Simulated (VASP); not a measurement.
# SiNi3 (Pm-3m) in VASP: convergence with SIGMA

Aim: find how far SIGMA must go before the results for SiNi3 settle, at PBE. This setting moves, with any that are tied to it; all else stays.

Program: VASP 6.6.1. These are calculated values, not measurements. Logs are shortened: lines on timing, memory, paths and dates and some standing lists are left out, and cuts for length are marked.

### 1 The structure

The structure is cubic, space group Pm-3m (No. 221). Conventional cell: a = 3.542 Å, b = 3.542 Å, c = 3.542 Å, α = 90.00°, β = 90.00°, γ = 90.00°. Ni (site symmetry 4/mmm) is surrounded by 8 Ni at 2.50 Å and 4 Si at 2.50 Å. Si (site symmetry m-3m) is surrounded by 12 Ni at 2.50 Å.

### 2 With SIGMA 0.3 eV

Contents of INCAR:

```
SYSTEM = SiNi3
PREC     = Accurate       ! precision mode
ENCUT    = 520            ! plane-wave cutoff, eV
EDIFF    = 1E-6           ! SCF threshold, eV
ISMEAR   = -1             ! smearing method
SIGMA    = 0.3            ! smearing width, eV
LREAL    = .False.        ! projectors in reciprocal space
LASPH    = .True.         ! aspherical terms in the spheres
NELM     = 120            ! most SCF steps
ALGO     = Normal         ! electronic algorithm
ISIF     = 2              ! what is computed and relaxed
LWAVE    = .False.        ! write WAVECAR
LCHARG   = .False.        ! write CHGCAR
ISPIN    = 2              ! spin polarisation
MAGMOM   = 1 1 1 0        ! initial moments
LORBIT   = 11             ! projections on sites
LMAXMIX  = 4              ! l up to which the mixer works
GGA      = PE             ! functional
```

Contents of KPOINTS:

```
Automatic mesh
0
Gamma
  8 8 8
  0 0 0
```

Contents of POSCAR:

```
SiNi3
1.0
    3.5420000000      0.0000000000      0.0000000000
    0.0000000000      3.5420000000      0.0000000000
    0.0000000000      0.0000000000      3.5420000000
Ni Si
3 1
Direct
    0.5000000000      0.5000000000      0.0000000000
    0.5000000000      0.0000000000      0.5000000000
    0.0000000000      0.5000000000      0.5000000000
    0.0000000000      0.0000000000      0.0000000000
```

Potentials or basis: VASP PAW PBE potentials, release 64 (Ni, Si).

Started as:

```sh
$ cat potpaw_PBE.64/Ni/POTCAR potpaw_PBE.64/Si/POTCAR > POTCAR
$ mpirun -np 1 vasp_std > vasp.out
```

Run time: 35 s. Hardware: 1 thread of Intel Xeon 6975P-C (Granite Rapids), shared host; peak memory 0.2 GiB.

Results:

```
Free energy                                           : -24.0542 eV
Pressure                                              : -3.5 GPa
Band gap on the k mesh                                : none (metal or under the smearing width)
Net moment                                            : 0.00 μB per cell
Valence electrons inside the program's atomic spheres : Ni 9.40; Si 1.54
```

### 3 With SIGMA 0.2 eV

INCAR: that of step 2 with these lines changed.

```diff
@@ -5,3 +5,3 @@
 ISMEAR   = -1             ! smearing method
-SIGMA    = 0.3            ! smearing width, eV
+SIGMA    = 0.2            ! smearing width, eV
 LREAL    = .False.        ! projectors in reciprocal space
```

KPOINTS is that of step 2.

POSCAR is that of step 2.

Potentials or basis: VASP PAW PBE potentials, release 64 (Ni, Si).

Started as:

```sh
$ cat potpaw_PBE.64/Ni/POTCAR potpaw_PBE.64/Si/POTCAR > POTCAR
$ mpirun -np 1 vasp_std > vasp.out
```

It took 34 s on 1 thread of Intel Xeon 6975P-C (Granite Rapids), shared host; peak memory 0.2 GiB.

What came out:

- Free energy: -23.8106 eV
- Pressure: -5.1 GPa
- Band gap on the k mesh: none (metal or under the smearing width)
- Net moment: 0.00 μB per cell
- Valence electrons inside the program's atomic spheres: Ni 9.40; Si 1.54

### 4 With SIGMA 0.15 eV

INCAR: that of step 3 with these lines changed.

```diff
@@ -5,3 +5,3 @@
 ISMEAR   = -1             ! smearing method
-SIGMA    = 0.2            ! smearing width, eV
+SIGMA    = 0.15           ! smearing width, eV
 LREAL    = .False.        ! projectors in reciprocal space
```

KPOINTS is that of step 3.

POSCAR is that of step 3.

Started as:

```sh
$ cat potpaw_PBE.64/Ni/POTCAR potpaw_PBE.64/Si/POTCAR > POTCAR
$ mpirun -np 1 vasp_std > vasp.out
```

Run time: 39 s. Hardware: 1 thread of Intel Xeon 6975P-C (Granite Rapids), shared host; peak memory 0.2 GiB.

Results:

| Quantity | Value |
| --- | --- |
| Free energy | -23.7365 eV |
| Pressure | -5.6 GPa |
| Band gap on the k mesh | none (metal or under the smearing width) |
| Net moment | 0.00 μB per cell |
| Valence electrons inside the program's atomic spheres | Ni 9.40; Si 1.54 |

### 5 With SIGMA 0.1 eV

INCAR: that of step 4 with these lines changed.

```diff
@@ -5,3 +5,3 @@
 ISMEAR   = -1             ! smearing method
-SIGMA    = 0.15           ! smearing width, eV
+SIGMA    = 0.1            ! smearing width, eV
 LREAL    = .False.        ! projectors in reciprocal space
```

KPOINTS is that of step 4.

POSCAR is that of step 4.

Started as:

```sh
$ cat potpaw_PBE.64/Ni/POTCAR potpaw_PBE.64/Si/POTCAR > POTCAR
$ mpirun -np 1 vasp_std > vasp.out
```

Run time: 38 s. Hardware: 1 thread of Intel Xeon 6975P-C (Granite Rapids), shared host; peak memory 0.2 GiB.

What came out:

```yaml
Free_energy: -23.6895 eV
Pressure: -5.8 GPa
Band_gap_on_the_k_mesh: none (metal or under the smearing width)
Net_moment: 0.00 μB per cell
Valence_electrons_inside_the_program's_atomic_spheres: Ni 9.40; Si 1.53
```

### 6 With SIGMA 0.05 eV

INCAR: that of step 5 with these lines changed.

```diff
@@ -5,3 +5,3 @@
 ISMEAR   = -1             ! smearing method
-SIGMA    = 0.1            ! smearing width, eV
+SIGMA    = 0.05           ! smearing width, eV
 LREAL    = .False.        ! projectors in reciprocal space
```

KPOINTS is that of step 5.

POSCAR is that of step 5.

Potentials or basis: VASP PAW PBE potentials, release 64 (Ni, Si).

Started as:

```sh
$ cat potpaw_PBE.64/Ni/POTCAR potpaw_PBE.64/Si/POTCAR > POTCAR
$ mpirun -np 1 vasp_std > vasp.out
```

It took 34 s on 1 thread of Intel Xeon 6975P-C (Granite Rapids), shared host; peak memory 0.2 GiB.

Results:

```
Free energy                                           : -23.6626 eV
Pressure                                              : -5.9 GPa
Band gap on the k mesh                                : none (metal or under the smearing width)
Net moment                                            : 0.00 μB per cell
Valence electrons inside the program's atomic spheres : Ni 9.40; Si 1.53
```

### 7 With SIGMA 0.02 eV

INCAR: that of step 6 with these lines changed.

```diff
@@ -5,3 +5,3 @@
 ISMEAR   = -1             ! smearing method
-SIGMA    = 0.05           ! smearing width, eV
+SIGMA    = 0.02           ! smearing width, eV
 LREAL    = .False.        ! projectors in reciprocal space
```

KPOINTS is that of step 6.

POSCAR is that of step 6.

Started as:

```sh
$ cat potpaw_PBE.64/Ni/POTCAR potpaw_PBE.64/Si/POTCAR > POTCAR
$ mpirun -np 1 vasp_std > vasp.out
```

Wall time 34 s (1 thread of Intel Xeon 6975P-C (Granite Rapids), shared host); peak memory 0.2 GiB.

Results:

* Free energy: -23.6549 eV
* Pressure: -6.0 GPa
* Band gap on the k mesh: none (metal or under the smearing width)
* Net moment: 0.00 μB per cell
* Valence electrons inside the program's atomic spheres: Ni 9.40; Si 1.53

### 8 With SIGMA 0.01 eV

INCAR: that of step 7 with these lines changed.

```diff
@@ -5,3 +5,3 @@
 ISMEAR   = -1             ! smearing method
-SIGMA    = 0.02           ! smearing width, eV
+SIGMA    = 0.01           ! smearing width, eV
 LREAL    = .False.        ! projectors in reciprocal space
```

KPOINTS is that of step 7.

POSCAR is that of step 7.

Potentials or basis: VASP PAW PBE potentials, release 64 (Ni, Si).

Started as:

```sh
$ cat potpaw_PBE.64/Ni/POTCAR potpaw_PBE.64/Si/POTCAR > POTCAR
$ mpirun -np 1 vasp_std > vasp.out
```

OUTCAR:

```text
SYSTEM = SiNi3
   PREC = Accurate
   ENCUT = 520
   EDIFF = 1E-6
   ISMEAR = -1
   LREAL = .False.
   LASPH = .True.
   NELM = 120
   ISIF = 2
   ISPIN = 2
   LORBIT = 11
   GGA = PE

 ion  position               nearest neighbor table
   1  0.500  0.500  0.000-   2 2.50   3 2.50   4 2.50   2 2.50   3 2.50   2 2.50   4 2.50   2 2.50
                             3 2.50   4 2.50   3 2.50   4 2.50
   2  0.500  0.000  0.500-   1 2.50   3 2.50   4 2.50   1 2.50   4 2.50   1 2.50   3 2.50   1 2.50
                             3 2.50   4 2.50   4 2.50   3 2.50
   3  0.000  0.500  0.500-   1 2.50   2 2.50   4 2.50   1 2.50   4 2.50   2 2.50   4 2.50   4 2.50
                             1 2.50   2 2.50   1 2.50   2 2.50
   4  0.000  0.000  0.000-   1 2.50   2 2.50   3 2.50   2 2.50   3 2.50   1 2.50   3 2.50   3 2.50
                             1 2.50   2 2.50   2 2.50   1 2.50

  LATTYP: Found a simple cubic cell.
 ALAT       =     3.5420000000

  Lattice vectors:

 A1 = (   3.5420000000,   0.0000000000,   0.0000000000)
 A2 = (   0.0000000000,   3.5420000000,   0.0000000000)
 A3 = (   0.0000000000,   0.0000000000,   3.5420000000)

Analysis of symmetry for initial positions (statically):
=====================================================================
 Subroutine PRICEL returns:
 Original cell was already a primitive cell.

 Routine SETGRP: Setting up the symmetry group for a
 simple cubic supercell.

 Subroutine GETGRP returns: Found 48 space group operations
 (whereof 48 operations were pure point group operations)
 out of a pool of 48 trial point group operations.

The static configuration has the point symmetry O_h .

Analysis of symmetry for dynamics (positions and initial velocities):
=====================================================================
 Subroutine PRICEL returns:
 Original cell was already a primitive cell.

 Routine SETGRP: Setting up the symmetry group for a
 simple cubic supercell.

 Subroutine GETGRP returns: Found 48 space group operations
 (whereof 48 operations were pure point group operations)
 out of a pool of 48 trial point group operations.

The dynamic configuration has the point symmetry O_h .

Analysis of structural, dynamic, and magnetic symmetry:
=====================================================================
 Subroutine PRICEL returns:
 Original cell was already a primitive cell.

 Routine SETGRP: Setting up the symmetry group for a
 simple cubic supercell.

 Subroutine GETGRP returns: Found 48 space group operations
 (whereof 48 operations were pure point group operations)
 out of a pool of 48 trial point group operations.

The overall configuration has the point symmetry O_h .

 Subroutine INISYM returns: Found 48 space group operations
 (whereof 48 operations are pure point group operations),
 and found     1 'primitive' translations

----------------------------------------------------------------------------------------

                                     Primitive cell

  volume of cell :      44.4371

  direct lattice vectors                    reciprocal lattice vectors
     3.542000000  0.000000000  0.000000000     0.282326369  0.000000000  0.000000000
     0.000000000  3.542000000  0.000000000     0.000000000  0.282326369  0.000000000
     0.000000000  0.000000000  3.542000000     0.000000000  0.000000000  0.282326369

  length of vectors
     3.542000000  3.542000000  3.542000000     0.282326369  0.282326369  0.282326369

  position of ions in fractional coordinates (direct lattice)
     0.500000000  0.500000000  0.000000000
[... 82 lines left out ...]
   EDIFF  = 0.1E-05   stopping-criterion for ELM
   LREAL  =      F    real-space projection
   EDIFFG = 0.1E-04   stopping-criterion for IOM
   NSW    =      0    number of steps for IOM
   IBRION =     -1    ionic relax: 0-MD 1-quasi-New 2-CG
   NFREE  =      0    steps in history (QN), initial steepest desc. (CG)
   ISIF   =      2    stress and relaxation
   ISYM   =      2    0-nonsym 1-usesym 2-fastsym
   POTIM  = 0.5000    time-step for ionic-motion
   TEBEG  =    0.0;   TEEND  =   0.0 temperature during run
   PSTRESS=    0.0 pullay stress
   NELECT =      34.0000    total number of electrons
   NUPDOWN=      -1.0000    fix difference up-down
   EMIN   =  10.00;   EMAX   =-10.00  energy-range for DOS
   EFERMI =   0.00;   METHOD = LEGACY
   ISMEAR =    -1;   SIGMA  =   0.01  broadening in eV -4-tet -1-fermi 0-gaus
   EFERMI_NEDOS =   21; number of points for ismear=-14 and -15
   IALGO  =     38    algorithm
   IMIX   =      4    mixing-type and parameters
     AMIX     =   0.40;   BMIX     =  1.00
     AMIX_MAG =   1.60;   BMIX_MAG =  1.00
  volume/ion in A,a.u.               =      11.11        74.97
  Fermi-wavevector in a.u.,A,eV,Ry     =   1.497336  2.829555 30.504465  2.242015
  Thomas-Fermi vector in A             =   2.609237
   LORBIT       =     11    0 simple, 1 ext, 2 COOP (PROOUT), +10 PAW based schemes
   GGA     = PE    functional components
   LHFCALC =     F    Hartree Fock is set to
   AEXX    =    0.0000 exact exchange contribution
   IVDW    =     0    specifies the selected vdW correction
   LEPSILON=     F    determine dielectric tensor
   LRPA    =     F    only Hartree local field effects (RPA)
 spin polarized calculation
  energy-cutoff  :      520.00
  volume of cell :       44.44
 maximum number of plane-waves:      1222
 NGX is ok and might be reduce to    28
   NGX = 13   NGY = 13   NGZ = 13

 number of electron      33.9999988 magnetization      -0.0015719

 number of electron      33.9999988 magnetization       0.0002133

 Free energy of the ion-electron system (eV)
  ---------------------------------------------------
  ext. energy  EPLUGINS =         0.00000000
  ---------------------------------------------------
  free energy    TOTEN  =       -23.65389740 eV

  energy without entropy =      -23.65313942  energy(sigma->0) =      -23.65351841

 E-fermi :  10.2137     XC(G=0): -12.9306

 val. band max:       10.1482710238   @ k =   0.1250   0.1250   0.0000
 cond. band min:      10.2175416945   @ k =   0.5000   0.3750   0.3750
 fundamental gap:      0.0692706707
 Fermi energy:        10.2136801736

 spin component 1

 k-point     1 :       0.0000    0.0000    0.0000
  band No.  band energies     occupation
      1      -1.4831      1.00000
      2       5.5275      1.00000
      3       6.3353      1.00000
      4       6.3353      1.00000
      5       6.8340      1.00000
      6       6.8340      1.00000
[... 613 lines left out ...]
     22      17.2559      0.00000
     23      18.1469      0.00000

 [... further k-points ...]

 spin component 2

 k-point     1 :       0.0000    0.0000    0.0000
  band No.  band energies     occupation
      1      -1.4832      1.00000
      2       5.5274      1.00000
      3       6.3353      1.00000
      4       6.3353      1.00000
      5       6.8340      1.00000
      6       6.8340      1.00000
[... 613 lines left out ...]
     22      17.2559      0.00000
     23      18.1468      0.00000

 [... further k-points ...]

------------------------ aborting loop because EDIFF is reached ----------------------------------------

  FORCE on cell =-STRESS in cart. coord.  units (eV):
  Direction    XX          YY          ZZ          XY          YZ          ZX
  --------------------------------------------------------------------------------------
  -------------------------------------------------------------------------------------
  Total       -1.6556506     -1.6556506     -1.6556506      0.0000000      0.0000000     -0.0000000
  in kB      -59.6944024    -59.6944024    -59.6944024      0.0000000      0.0000000     -0.0000000
  external PRESSURE =     -59.6944024 kB  Pullay stress =       0.0000000 kB

 VOLUME and BASIS-vectors are now :
 -----------------------------------------------------------------------------
  energy-cutoff  :      520.00
  volume of cell :       44.44
      direct lattice vectors                 reciprocal lattice vectors
     3.542000000  0.000000000  0.000000000     0.282326369  0.000000000  0.000000000
     0.000000000  3.542000000  0.000000000     0.000000000  0.282326369  0.000000000
     0.000000000  0.000000000  3.542000000     0.000000000  0.000000000  0.282326369

 POSITION                                       TOTAL-FORCE (eV/Angst)
 -----------------------------------------------------------------------------------
      1.77100      1.77100      0.00000         0.000000      0.000000      0.000000
      1.77100      0.00000      1.77100         0.000000      0.000000      0.000000
      0.00000      1.77100      1.77100         0.000000      0.000000      0.000000
      0.00000      0.00000      0.00000         0.000000      0.000000      0.000000
 -----------------------------------------------------------------------------------
    total drift:                                0.000000      0.000000      0.000000

  FREE ENERGIE OF THE ION-ELECTRON SYSTEM (eV)
  ---------------------------------------------------
  free  energy   TOTEN  =       -23.6538974001 eV

  energy  without entropy=      -23.6531394199  energy(sigma->0) =      -23.65351841

 total charge

# of ion       s       p       d       tot
------------------------------------------
    1        0.471   0.538   8.395   9.404
    2        0.471   0.538   8.395   9.404
    3        0.471   0.538   8.395   9.404
    4        0.730   0.804   0.000   1.534
--------------------------------------------------
tot          2.143   2.419  25.185  29.747

 magnetization (x)

# of ion       s       p       d       tot
------------------------------------------
    1       -0.000  -0.000   0.000   0.000
    2       -0.000  -0.000   0.000   0.000
    3       -0.000  -0.000   0.000   0.000
    4       -0.000  -0.000   0.000  -0.000
--------------------------------------------------
tot         -0.000  -0.000   0.000   0.000
```

Run time: 34 s. Hardware: 1 thread of Intel Xeon 6975P-C (Granite Rapids), shared host; peak memory 0.2 GiB.

Results:

```
Free energy                                           : -23.6539 eV
Pressure                                              : -6.0 GPa
Band gap on the k mesh                                : none (metal or under the smearing width)
Net moment                                            : 0.00 μB per cell
Valence electrons inside the program's atomic spheres : Ni 9.40; Si 1.53
```

### 9 The series at a glance

```
  SIGMA  energy less the tightest run, at zero smearing (meV/atom)  pressure (GPa)  SCF cycles  CPU time (s)  peak memory (GiB)
 0.3 eV                                                      15.60           -3.52          16            34                0.2
 0.2 eV                                                       5.41           -5.08          16            34                0.2
0.15 eV                                                       1.60           -5.56          16            39                0.2
 0.1 eV                                                      -0.05           -5.83          16            37                0.2
0.05 eV                                                       0.07           -5.93          16            34                0.2
0.02 eV                                                      -0.02           -5.96          16            34                0.2
0.01 eV                                                       0.00           -5.97          16            34                0.2
```

Against the tightest run, the energy stays within 1 meV/atom from 0.1 eV on; the pressure stays within 0.1 GPa from 0.05 eV on. Narrower smearing needs a denser k mesh, so at a fixed mesh the narrowest width isn't the most accurate. The tightest run that finished is the yardstick and may itself not be fully converged.
